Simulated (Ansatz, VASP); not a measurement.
CdF2 in VASP and in Ansatz

File POSCAR:

```
CdF2
1.0
    0.0000000000      2.6940000000      2.6940000000
    2.6940000000      0.0000000000      2.6940000000
    2.6940000000      2.6940000000      0.0000000000
Cd F
1 2
Direct
    0.0000000000      0.0000000000      0.0000000000
    0.2500000000      0.2500000000      0.2500000000
    0.7500000000      0.7500000000      0.7500000000
```

File INCAR.step1:

```
  PREC = Accurate
  ENCUT = 520
  ISMEAR = 0
  SIGMA = 0.05
  LREAL = False
  LASPH = True
  NELM = 60
  NBANDS = 20
  GGA = PE
  ALGO = Normal
  EDIFF = 1E-4
  LWAVE = True
  LCHARG = False
```

The input INCAR.step2:

```
  PREC = Accurate
  ENCUT = 520
  EDIFF = 1E-7
  ISMEAR = 0
  SIGMA = 0.05
  LREAL = False
  LASPH = True
  NELM = 60
  ALGO = Normal
  ISIF = 2
  LWAVE = False
  LCHARG = False
  METAGGA = R2SCAN
  LMIXTAU = True
  NBANDS = 20
  ISTART = 1
```

KPOINTS

```
Automatic mesh
0
Gamma
  8 8 8
```

Input for Ansatz:

```yaml
crystal:
  lattice:
    - [0.0, 2.694, 2.694]
    - [2.694, 0.0, 2.694]
    - [2.694, 2.694, 0.0]
  atoms:
    - { symbol: Cd, position: [0.0, 0.0, 0.0] }
    - { symbol: F, position: [0.25, 0.25, 0.25] }
    - { symbol: F, position: [0.75, 0.75, 0.75] }
basis:
  ecutwfc: 500
kpoints:
  mp_grid: { grid: [8, 8, 8] }
hamiltonian:
  xc: r2scan
scf:
  occupations: { method: gaussian, width: 0.05 }
output:
  forces: true
  stress: true
  eigenvalues: true
```

Alike in both runs: task single point; functional r2SCAN; k mesh 8 × 8 × 8; occupations gaussian, width 0.05 eV; no spin polarisation.

```csv
,VASP,Ansatz
version,VASP 6.6.1,Ansatz 0.2.0
potentials or method,"VASP PAW PBE potentials, release 64 (Cd, F)","scalar-relativistic, plane waves, PAW"
plane-wave cutoff (eV),520,500
valence electrons in the cell,26,34
```

|  | VASP | Ansatz | Ansatz less VASP |
| --- | --- | --- | --- |
| gap on the k mesh at the Fermi level (eV) | 3.75 | 3.79 | +0.044 |
| least direct gap on the mesh (eV) | 4.25 | 4.31 | +0.053 |
| pressure (GPa) | 1.0 | 0.0 | -0.98 |

The two sets of potentials don't hold the same shells in valence.

Caveats: the PAW data sets were made with another functional, which shifts forces and pressure a little (VASP). r2SCAN opens gaps a little over a GGA but as a rule still falls short of measured ones. A k mesh can miss the band edges.
